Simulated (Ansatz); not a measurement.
Starting cell, ZrO₂ (fluorite):

```yaml
crystal:
  lattice:
    - [0.00000, 5.06407, 5.06407]
    - [2.53204, 0.00000, 2.53204]
    - [2.53204, 2.53204, 0.00000]
  atoms:
    - { symbol: Zr, position: [0.00000, 0.00000, 0.00000] }
    - { symbol: Zr, position: [0.50000, 0.00000, 0.00000] }
    - { symbol: O, position: [0.12500, 0.25000, 0.25000] }
    - { symbol: O, position: [0.62500, 0.25000, 0.25000] }
    - { symbol: O, position: [0.37500, 0.75000, 0.75000] }
    - { symbol: O, position: [0.87500, 0.75000, 0.75000] }
```

In each cell atom 2 (Zr, nearest neighbour O at 2.193 Å; its periodic images, 3.6 Å or more away, move with it) moves by s·(0.000, 0.000, 1.000) (along Cartesian z), the rest being held.

Calculation: PBEsol (plane waves to 420 eV, PAW, scalar-relativistic; Ansatz, an electronic-structure program). k mesh 9×9×9 (Γ-centred), Fermi-Dirac smearing 0.05 eV. E stands for the smeared free energy. This is a high-temperature form of ZrO2. ZrO2 is run without spin polarisation. ZrO2 was relaxed with its symmetry unable to fall. ΔE is measured from the undisplaced structure.

### Question
Estimate the ΔE (meV/cell) for s (Å) = -0.176, -0.132, -0.088, -0.044, 0.044, 0.088, 0.176, 0.220.

### Answer
```
s (Å)   ΔE (meV/cell)
------  -------------
-0.176          155.1
-0.132           85.4
-0.088           37.3
-0.044            9.2
0.044             9.2
0.088            37.3
0.176           155.1
0.220           248.6
```

(For displaced atoms, the force is minus the slope of the energy, and its curvature is a force constant, which sets phonon frequencies.)
